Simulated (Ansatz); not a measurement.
Crystal: HfO2.

```
Hf O
1.0
     0.00000    2.55750    2.55750
     2.55750    0.00000    2.55750
     2.55750    2.55750    0.00000
Hf O
1 2
Direct
  0.00000 0.00000 0.00000
  0.75000 0.75000 0.75000
  0.25000 0.25000 0.25000
```

Measurements of this composition are mostly on another form, of space group No. 14.

Base run:

```yaml
Program: Ansatz 0.2.0
Functional: r2SCAN
Potentials_or_basis: Ansatz PAW
Cutoff: "500 eV (not typed: the program's choice for these potentials)"
k_mesh: 9 × 9 × 9
Occupations: fermi-dirac, width 0.05 eV
Spin: no spin polarisation
```

Its results: band gap on the k mesh 4.32 eV, indirect (least direct gap 4.43 eV); pressure -8.4 GPa.

Task: After a change of settings the same cell gave: band gap on the k mesh 3.91 eV, indirect (least direct gap 4.02 eV); pressure 1.2 GPa. Which change was it?
A. k mesh from 9 × 9 × 9 to 7 × 7 × 7; spin from no spin polarisation to spin-orbit coupling, no magnetisation; potential files from those of the base run to others of the same set
B. functional from r2SCAN to BLYP; cutoff from 500 eV (not typed: the program's choice for these potentials) to 420 eV (not typed: the program's choice for these potentials)
C. functional from r2SCAN to revPBE; cutoff from 500 eV (not typed: the program's choice for these potentials) to 420 eV (not typed: the program's choice for these potentials)

Result: C.

r2SCAN gives the wider gap, since meta-GGAs in the generalised Kohn-Sham scheme recover part of the derivative discontinuity.

Caveats: the k mesh misses the band edges, so the gap on the mesh is wider than the one along the path; spin-orbit coupling is left out, which moves the levels of the heavy elements; the PAW data sets come from PBE, with cores solved anew for the run's functional, which leaves a small shift of forces and pressure.

Runs at the PBE level aren't shown here.
